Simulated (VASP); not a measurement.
## BAs (F-43m): a series in uniaxial stress along [001]

Strain engineering needs slopes: what does uniaxial stress along [001] do to the lattice and the band edges of BAs?

Main program and level: VASP 6.6.1; LDA; plane waves and PAW (B, As), in the first sound run; inputs show where later runs differ.

## (1) Starting point

Symmetry: F-43m, No. 216, cubic system. The conventional cell has a = 4.777 Å, b = 4.777 Å, c = 4.777 Å, α = 90.00°, β = 90.00°, γ = 90.00°. Nearest to B lie 4 As at 2.07 Å. Nearest to As lie 4 B at 2.07 Å. Farther neighbours are not listed.

Coordinates:

```cif
data_structure
_symmetry_space_group_name_H-M 'F-43m'
_symmetry_Int_Tables_number 216
_cell_length_a 4.7770
_cell_length_b 4.7770
_cell_length_c 4.7770
_cell_angle_alpha 90.000
_cell_angle_beta 90.000
_cell_angle_gamma 90.000
_cell_volume 109.01
loop_
_atom_site_label
_atom_site_type_symbol
_atom_site_symmetry_multiplicity
_atom_site_Wyckoff_symbol
_atom_site_fract_x
_atom_site_fract_y
_atom_site_fract_z
_atom_site_occupancy
B1 B 4 a 0.00000 0.00000 0.00000 1
As1 As 4 d 0.25000 0.25000 0.75000 1
```

## (2) Relax the crystal, LDA

The series starts from the cell that this level prefers, so that zero strain is near zero stress.

This step took 2 runs in a row; the last is shown.

Level: LDA; plane waves and PAW (B, As).

INCAR reads:

```
SYSTEM = BAs
PREC = Accurate
ENCUT = 480
EDIFF = 1E-07
NELM = 120
ISMEAR = 0
SIGMA = 0.02
LREAL = .FALSE.
ALGO = Normal
GGA = CA
NBANDS = 10
LASPH = .TRUE.
LORBIT = 11
LWAVE = .FALSE.
LCHARG = .FALSE.
KPAR = 12
IBRION = 2
NSW = 40
ISIF = 3
EDIFFG = -0.005
POTIM = 0.4
```

POSCAR reads:

```
BAs
1.0
    0.0000000000      2.3711864423      2.3711864423
    2.3711864423      0.0000000000      2.3711864423
    2.3711864423      2.3711864423      0.0000000000
B As
1 1
Direct
    0.0000000000      0.0000000000      0.0000000000
    0.2500000000      0.2500000000      0.2500000000
```

KPOINTS reads:

```
Automatic mesh
0
Gamma
11 11 11
0 0 0
```

PAW data sets: B and As (LDA family, release 64).

Command:

```sh
mpirun -np 12 vasp_std
```

The log of the run:

```text
[banner, memory and clock lines left out]
running   12 mpi-ranks, on    1 nodes
[...]
|                                                                             |
|           W    W    AA    RRRRR   N    N  II  N    N   GGGG   !!!           |
|           W    W   A  A   R    R  NN   N  II  NN   N  G    G  !!!           |
|           W    W  A    A  R    R  N N  N  II  N N  N  G       !!!           |
|           W WW W  AAAAAA  RRRRR   N  N N  II  N  N N  G  GGG   !            |
|           WW  WW  A    A  R   R   N   NN  II  N   NN  G    G                |
|           W    W  A    A  R    R  N    N  II  N    N   GGGG   !!!           |
|                                                                             |
|     For optimal performance we recommend to set                             |
|       NCORE = 2 up to number-of-cores-per-socket                            |
|     NCORE specifies how many cores store one orbital (NPAR=cpu/NCORE).      |
|     This setting can greatly improve the performance of VASP for DFT.       |
[...]
|     Unfortunately you need to use the default for GW and RPA                |
|     calculations (for HF NCORE is supported but not extensively tested      |
|     yet).                                                                   |
|                                                                             |

 LDA part: xc-table for (Slater(with rela. corr.)+CA(PZ))
 , standard interpolation
 POSCAR, INCAR and KPOINTS ok, starting setup
[...]
entering main loop
       N       E                     dE             d eps       ncg     rms          rms(c)
DAV:   1     0.116236973692E+02    0.11624E+02   -0.37856E+03  1120   0.671E+02
DAV:   2    -0.129845126785E+02   -0.24608E+02   -0.23448E+02  1546   0.106E+02
DAV:   3    -0.136938673852E+02   -0.70935E+00   -0.70778E+00  1340   0.180E+01
DAV:   4    -0.136959049849E+02   -0.20376E-02   -0.20375E-02  1350   0.105E+00
[...]
DAV:  11    -0.129262887899E+02   -0.13916E-05   -0.16086E-06  1362   0.929E-03    0.130E-02
DAV:  12    -0.129262886184E+02    0.17144E-06   -0.80753E-07  1244   0.399E-03    0.292E-03
DAV:  13    -0.129262886225E+02   -0.40207E-08   -0.29093E-08   710   0.126E-03
   1 F= -.12926289E+02 E0= -.12926289E+02  d E =-.129263E+02
[...]
reached required accuracy - stopping structural energy minimisation
```

Wall time 3.2 s (12 MPI ranks of Intel Xeon Platinum 8488C (Sapphire Rapids), shared host); peak memory 1.6 GiB.

Lines that name or quote the potential files are left out of all logs, and their timing lines are given in words.

OUTCAR, selected parts (step 2):

```text
  Total        0.0001635      0.0001635      0.0001635     -0.0000000     -0.0000000     -0.0000000
  in kB        0.0098260      0.0098260      0.0098260     -0.0000000     -0.0000000     -0.0000000
  external PRESSURE =       0.0098260 kB  Pullay stress =       0.0000000 kB

 POSITION                                       TOTAL-FORCE (eV/Angst)
 -----------------------------------------------------------------------------------
      0.00000      0.00000      0.00000         0.000000      0.000000     -0.000000
      1.18559      1.18559      1.18559        -0.000000     -0.000000      0.000000
 -----------------------------------------------------------------------------------
    total drift:                                0.000000      0.000000      0.000000

  FREE ENERGIE OF THE ION-ELECTRON SYSTEM (eV)
  ---------------------------------------------------
  free  energy   TOTEN  =       -12.9262886225 eV

  energy  without entropy=      -12.9262886225  energy(sigma->0) =      -12.92628862

 reached required accuracy - stopping structural energy minimisation

[... 3 further parts left out ...]
[key lines of the parts left out:]
E-fermi :   6.5873
```

Read from the output:

| Quantity | Value |
| --- | --- |
| energy(sigma→0) of the program | -12.9263 eV |
| stress, compression positive | xx, yy, zz 0.00, 0.00, 0.00 GPa |
| volume | 26.664 Å³ |
| ionic steps | 1 |

## (3) Strain across the axis, LDA

One member in full: the axis is strained by -2 %, and the two directions across it are strained alike until their mean stress is under 0.012 GPa or five steps are spent.

This step took 3 runs, each at a new trial strain with the atoms of the one before; the last is shown.

Level: LDA; plane waves and PAW (B, As); cell typed or built by script.

Changes to INCAR since step 2:

```diff
@@ -15,7 +15,7 @@
 LCHARG = .FALSE.
-KPAR = 12
-IBRION = 2
-NSW = 40
-ISIF = 3
-EDIFFG = -0.005
-POTIM = 0.4
+KPAR = 3
+IBRION = 1
+NSW = 25
+ISIF = 2
+EDIFFG = -0.004
+POTIM = 0.3
```

POSCAR reads:

```
BAs
1.0
    0.0000000000      2.3818460760      2.3237627130
    2.3818460760      0.0000000000      2.3237627130
    2.3818460760      2.3818460760      0.0000000000
B As
1 1
Direct
    0.0000000000      0.0000000000      0.0000000000
    0.2500000000      0.2500000000      0.2500000000
```

KPOINTS is that of step 2.

Command:

```sh
mpirun -np 3 vasp_std
```

The log of the run:

```text
[banner, memory and clock lines left out]
running    3 mpi-ranks, on    1 nodes
[...]
LDA part: xc-table for (Slater(with rela. corr.)+CA(PZ))
 , standard interpolation
 POSCAR, INCAR and KPOINTS ok, starting setup
[...]
entering main loop
       N       E                     dE             d eps       ncg     rms          rms(c)
DAV:   1     0.972913268089E+01    0.97291E+01   -0.36855E+03  2528   0.662E+02
DAV:   2    -0.130874555422E+02   -0.22817E+02   -0.21679E+02  3432   0.104E+02
DAV:   3    -0.137096019250E+02   -0.62215E+00   -0.62116E+00  3026   0.170E+01
DAV:   4    -0.137112716917E+02   -0.16698E-02   -0.16697E-02  3094   0.999E-01
[...]
DAV:  11    -0.129177065197E+02   -0.13838E-05   -0.16155E-06  3030   0.937E-03    0.133E-02
DAV:  12    -0.129177063545E+02    0.16515E-06   -0.80435E-07  2788   0.397E-03    0.291E-03
DAV:  13    -0.129177063570E+02   -0.25070E-08   -0.28195E-08  1598   0.126E-03
   1 F= -.12917706E+02 E0= -.12917706E+02  d E =-.129177E+02
 BRION: g(F)=  0.578E-47 g(S)=  0.000E+00
 reached required accuracy - stopping structural energy minimisation
```

It took 9.6 s on 3 MPI ranks; peak memory 0.42 GiB; 27 s of CPU time.

Parts of OUTCAR (step 3):

```text
  Total       -0.0001920     -0.0001920      0.8338194      0.0000000      0.0000000      0.0000000
  in kB       -0.0116670     -0.0116670     50.6679596      0.0000000      0.0000000      0.0000000
  external PRESSURE =      16.8815419 kB  Pullay stress =       0.0000000 kB

 POSITION                                       TOTAL-FORCE (eV/Angst)
 -----------------------------------------------------------------------------------
      0.00000      0.00000      0.00000        -0.000000     -0.000000      0.000000
      1.19092      1.19092      1.16188         0.000000      0.000000     -0.000000
 -----------------------------------------------------------------------------------
    total drift:                                0.000000      0.000000     -0.000000

  FREE ENERGIE OF THE ION-ELECTRON SYSTEM (eV)
  ---------------------------------------------------
  free  energy   TOTEN  =       -12.9177063570 eV

  energy  without entropy=      -12.9177063570  energy(sigma->0) =      -12.91770636

[... 1 part as in an earlier step ...]

[... 3 further parts left out ...]
[key lines of the parts left out:]
E-fermi :   6.8822
```

This run gave:

| Item | Value |
| --- | --- |
| energy(sigma→0) of the program | -12.9177 eV |
| stress, compression positive | xx, yy, zz 0.00, 0.00, 5.07 GPa |
| ionic steps | 1 |

## (4) Band edges, TB-mBJ with spin-orbit coupling

Short lines in KPOINTS_OPT sample the zone centre along and across the axis, for masses, and the other valleys.

Level: TB-mBJ, spin-orbit coupling; plane waves and PAW (B, As); cell typed or built by script.

TB-mBJ has no energy functional, so the total energy, stress and pressure in this output mean nothing.

INCAR reads:

```
SYSTEM = BAs
PREC = Accurate
ENCUT = 480
EDIFF = 1E-06
NELM = 150
ISMEAR = 0
SIGMA = 0.02
LREAL = .FALSE.
ALGO = Normal
METAGGA = MBJ
LASPH = .TRUE.
LNONCOLLINEAR = .TRUE.
MAGMOM = 0 0 0 0 0 0
NBANDS = 18
GGA_COMPAT = .FALSE.
LSORBIT = .TRUE.
LWAVE = .FALSE.
LCHARG = .FALSE.
KPAR = 3
```

POSCAR is that of step 3.

KPOINTS reads:

```
Automatic mesh
0
Gamma
9 9 9
0 0 0
```

KPOINTS_OPT reads:

```
Line mode
6
Line-mode
Reciprocal
  0.00000000   0.00000000   0.00000000
  0.01849192   0.01849192   0.00000000

  0.00000000   0.00000000   0.00000000
 -0.00000000  -0.01895413  -0.01895413

  0.31000000   0.31000000   0.00000000
  0.50000000   0.50000000   0.00000000

  0.00000000   0.31000000   0.31000000
  0.00000000   0.50000000   0.50000000

  0.45000000   0.45000000   0.45000000
  0.50000000   0.50000000   0.50000000

  0.45000000   0.00000000   0.00000000
  0.50000000   0.00000000   0.00000000

  0.42500000   0.42500000   0.00000000
  0.42500000   0.44395413   0.01895413

  0.50000000   0.50000000   0.50000000
  0.48659741   0.51340259   0.50000000
```

Command:

```sh
mpirun -np 3 vasp_ncl
```

The log of the run:

```text
[banner, memory and clock lines left out]
running    3 mpi-ranks, on    1 nodes
[...]
|                                                                             |
|               ----> ADVICE to this user running VASP <----                  |
|                                                                             |
|     You enforced a specific xc type in the INCAR file but a different       |
|     [... a line on the potential file left out ...]
|     I HOPE YOU KNOW WHAT YOU ARE DOING!                                     |
|                                                                             |

 LDA part: xc-table for (None), standard interpolation
 POSCAR, INCAR and KPOINTS ok, starting setup
[...]
entering main loop
       N       E                     dE             d eps       ncg     rms          rms(c)
DAV:   1    -0.810503064958E+01   -0.81050E+01   -0.31914E+03  4140   0.742E+02
DAV:   2    -0.350263192127E+02   -0.26921E+02   -0.24635E+02  5730   0.133E+02
DAV:   3    -0.361972698300E+02   -0.11710E+01   -0.11599E+01  5084   0.247E+01
DAV:   4    -0.362020002811E+02   -0.47305E-02   -0.47277E-02  4904   0.173E+00
[...]
DAV:  32    -0.330576240441E+02   -0.39778E-05   -0.65801E-12  2100   0.222E-05    0.154E-05
DAV:  33    -0.330576283427E+02   -0.42986E-05   -0.76166E-12  2096   0.247E-05    0.176E-05
DAV:  34    -0.330576277108E+02    0.63189E-06   -0.31145E-12  2090   0.171E-05
   1 F= -.33057628E+02 E0= -.33057628E+02  d E =-.387950E-14  mag=    -0.0000     0.0000     0.0000
 Start KPOINTS_OPT (optional k-point list driver)
k-point batch [1-48\48]
       N       E                     dE             ncg
DAV:   1     0.182141023953E+04   -0.79816E+04     1728
DAV:   2     0.383157329635E+03   -0.14383E+04     2420
DAV:   3     0.322829901015E+03   -0.60327E+02     2130
DAV:   4     0.322563703821E+03   -0.26620E+00     2074
DAV:   5     0.322562904205E+03   -0.79962E-03     1944
DAV:   6     0.322562900425E+03   -0.37794E-05     1880
DAV:   7     0.322562900365E+03   -0.60730E-07     1504
```

It took 2.5 min on 3 MPI ranks; peak memory 0.9 GiB.

From OUTCAR (step 4):

```text
  LATTYP: Found a body centered tetragonal cell.
 ALAT       =     3.3684390242
 C/A-ratio  =     1.3797267496

 Subroutine GETGRP returns: Found  8 space group operations
 (whereof  8 operations were pure point group operations)

The static configuration has the point symmetry D_2d.

 Found    115 irreducible k-points:

   k-points           NKPTS =    115   k-points in BZ     NKDIM =    115   number of bands    NBANDS=     18

   dimension x,y,z NGX =    24 NGY =   24 NGZ =   24
   dimension x,y,z NGXF=    48 NGYF=   48 NGZF=   48

   ENCUT  =  480.0 eV  35.28 Ry    5.94 a.u.   5.94  5.94  6.02*2*pi/ulx,y,z

   NELECT =       8.0000    total number of electrons

 E-fermi :   6.8700

 k-point     1 :       0.0000    0.0000    0.0000
  band No.  band energies     occupation
    ...
      4       6.3957      1.00000
      5       6.5584      1.00000
      6       6.5584      1.00000
      7       6.7760      1.00000
      8       6.7760      1.00000
      9      10.2522      0.00000
     10      10.2522      0.00000
     11      10.4646      0.00000
     12      10.4646      0.00000
     13      10.5371      0.00000
    ...

 k-point     2 :       0.1111    0.0000    0.0000
  band No.  band energies     occupation
    ...
      4       4.9934      1.00000
      5       6.1217      1.00000
      6       6.1270      1.00000
      7       6.3565      1.00000
      8       6.3638      1.00000
      9      10.5585      0.00000
     10      10.6233      0.00000
     11      10.8318      0.00000
     12      10.9029      0.00000
     13      10.9811      0.00000
    ...

  Total       11.4322353     11.4322353     12.6466469      0.0000000      0.0000000      0.0000000
  in kB      694.6924455    694.6924455    768.4875152      0.0000000      0.0000000      0.0000000
  external PRESSURE =     719.2908021 kB  Pullay stress =       0.0000000 kB

  FREE ENERGIE OF THE ION-ELECTRON SYSTEM (eV)
  ---------------------------------------------------
  free  energy   TOTEN  =       -33.0576277108 eV

  energy  without entropy=      -33.0576277108  energy(sigma->0) =      -33.05762771

 Spin-Orbit-Coupling matrix elements
 Ion:    1  E_soc:     -0.0000080
 Ion:    2  E_soc:     -0.0205226

[... 2 parts as in an earlier step ...]

[... 7 further parts left out ...]
```

## (5) Band edges, r2SCAN with spin-orbit coupling

Short lines in KPOINTS_OPT sample the zone centre along and across the axis, for masses, and the other valleys.

Level: r2SCAN, spin-orbit coupling; plane waves and PAW (B, As); cell typed or built by script.

Changes to INCAR since step 4:

```diff
@@ -4,3 +4,3 @@
 EDIFF = 1E-06
-NELM = 150
+NELM = 100
 ISMEAR = 0
@@ -9,3 +9,3 @@
 ALGO = Normal
-METAGGA = MBJ
+METAGGA = R2SCAN
 LASPH = .TRUE.
```

POSCAR is that of step 4.

KPOINTS is that of step 4.

KPOINTS_OPT is that of step 4.

Command:

```sh
mpirun -np 3 vasp_ncl
```

The log of the run:

```text
[banner, memory and clock lines left out]
running    3 mpi-ranks, on    1 nodes
[...]
[... a notice as in an earlier step ...]

 LDA part: xc-table for (None), standard interpolation
 POSCAR, INCAR and KPOINTS ok, starting setup
[...]
entering main loop
       N       E                     dE             d eps       ncg     rms          rms(c)
DAV:   1    -0.141765145695E+03   -0.14177E+03   -0.32765E+03  4140   0.758E+02
DAV:   2    -0.170704071490E+03   -0.28939E+02   -0.26535E+02  5796   0.140E+02
DAV:   3    -0.172022431619E+03   -0.13184E+01   -0.13063E+01  5026   0.270E+01
DAV:   4    -0.172028272615E+03   -0.58410E-02   -0.58388E-02  4910   0.208E+00
[...]
DAV:  10    -0.170375649419E+03   -0.51517E-04   -0.36872E-05  4610   0.597E-02    0.431E-02
DAV:  11    -0.170375657123E+03   -0.77042E-05   -0.62717E-06  4498   0.280E-02    0.958E-03
DAV:  12    -0.170375656804E+03    0.31917E-06   -0.47225E-07  3742   0.872E-03
   1 F= -.17037566E+03 E0= -.17037566E+03  d E =-.176421E-18  mag=     0.0000     0.0000     0.0000
 Start KPOINTS_OPT (optional k-point list driver)
k-point batch [1-48\48]
       N       E                     dE             ncg
DAV:   1     0.175018080413E+04   -0.80528E+04     1728
DAV:   2     0.275265482607E+03   -0.14749E+04     2428
DAV:   3     0.211194831883E+03   -0.64071E+02     2074
DAV:   4     0.210900192951E+03   -0.29464E+00     1968
DAV:   5     0.210899283571E+03   -0.90938E-03     1944
DAV:   6     0.210899279123E+03   -0.44478E-05     1852
DAV:   7     0.210899279056E+03   -0.66552E-07     1550
```

Run time: 2.8 min. Hardware: 3 MPI ranks; peak memory 0.86 GiB.

From OUTCAR (step 5):

```text
  Total        0.5881445      0.5881445      1.4901245      0.0000000      0.0000000      0.0000000
  in kB       35.7392546     35.7392546     90.5490684      0.0000000      0.0000000      0.0000000
  external PRESSURE =      54.0091925 kB  Pullay stress =       0.0000000 kB

 POSITION                                       TOTAL-FORCE (eV/Angst)
 -----------------------------------------------------------------------------------
      0.00000      0.00000      0.00000        -0.000000      0.000000      0.000000
      1.19092      1.19092      1.16188         0.000000     -0.000000     -0.000000
 -----------------------------------------------------------------------------------
    total drift:                                0.000000      0.000000     -0.000000

  FREE ENERGIE OF THE ION-ELECTRON SYSTEM (eV)
  ---------------------------------------------------
  free  energy   TOTEN  =      -170.3756568039 eV

  energy  without entropy=     -170.3756568039  energy(sigma->0) =     -170.37565680

[... 2 parts as in an earlier step ...]

[... 1 further part left out ...]
[key lines of the parts left out:]
E-fermi :   6.9980
```

This run gave:

- energy(sigma→0) of the program: -170.3757 eV
- stress, compression positive: xx, yy, zz 3.57, 3.57, 9.05 GPa

The run ends at a pressure of 5.40 GPa.

(Part 1 of 2 ends here.)

[Lines on the potential files, build, host, timing and source positions are cut from VASP's logs without a mark.]

[Logs are printed without paths, hosts, clocks, repeated set-up lines and the standing remarks that a program may print on its own settings, such as how far it seeks lower states.]

[Hosts, paths, dates, database ids (printed as entryN), source tags and the programs' standing remarks are cut or masked in the printed files.]

[In band tables of VASP the shares of atoms and orbitals are scaled to a sum of 1 inside the atoms' spheres.]
